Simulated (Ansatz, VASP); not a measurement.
## RbBr: VASP beside Ansatz

The input INCAR:

```
ALGO = Normal
EDIFF = 1E-6
ENCUT = 520
GGA = PE
ISIF = 2
ISMEAR = 0
LASPH = True
LCHARG = False
LREAL = False
LWAVE = False
NBANDS = 15
NELM = 100
PREC = Accurate
SIGMA = 0.05
```

Contents of KPOINTS:

```
k-points
0
Gamma
  6 6 6
```

POSCAR

```
RbBr
1.0
    4.1260773000      0.0000000000      0.0000000000
    0.0000000000      4.1260773000      0.0000000000
    0.0000000000      0.0000000000      4.1260773000
Rb Br
1 1
Direct
    0.0000000000      0.0636197485      0.0000000000
    0.5000000000      0.5000000000      0.5000000000
```

Input for Ansatz:

```yaml
crystal:
  lattice:
    - [4.1260773, 0.0, 0.0]
    - [0.0, 4.1260773, 0.0]
    - [0.0, 0.0, 4.1260773]
  atoms:
    - { symbol: Rb, position: [0.0, 0.0636197485, 0.0] }
    - { symbol: Br, position: [0.5, 0.5, 0.5] }
basis:
  ecutwfc: 420
kpoints:
  mp_grid: { grid: [6, 6, 6] }
hamiltonian:
  xc: pbe
scf:
  occupations: { method: gaussian, width: 0.05 }
output:
  forces: true
  stress: true
  eigenvalues: true
```

Change from the starting cell: all Rb atoms moved +0.263 Å, as atom 1 along Cartesian [0 1 0].

Alike in both runs: task single point; functional PBE; k mesh 6 × 6 × 6; occupations gaussian, width 0.05 eV; no spin polarisation.

|  | VASP | Ansatz |
| --- | --- | --- |
| version | VASP 6.6.1 | Ansatz 0.2.0 |
| potentials or method | VASP PAW PBE potentials, release 64 (Rb_sv, Br) | scalar-relativistic, plane waves, PAW |
| plane-wave cutoff (eV) | 520 | 420 |
| valence electrons in the cell | 16 | 16 |

|  | VASP | Ansatz | Ansatz less VASP |
| --- | --- | --- | --- |
| gap on the k mesh at the Fermi level (eV) | 4.10 | 4.10 | +0.002 |
| least direct gap on the mesh (eV) | 4.25 | 4.25 | +0.001 |
| pressure (GPa) | 1.2 | 1.1 | -0.04 |
| largest component of the traceless stress (GPa) | 0.11 | 0.11 | -0.002 |
| rms of the force components (eV/Å) | 0.127 | 0.125 | -0.0016 |

Atom by atom the forces differ by 0.002 eV/Å (rms over components). With one functional, cell and mesh, what is left measures potentials, basis and numerics.

A k mesh can miss the band edges.
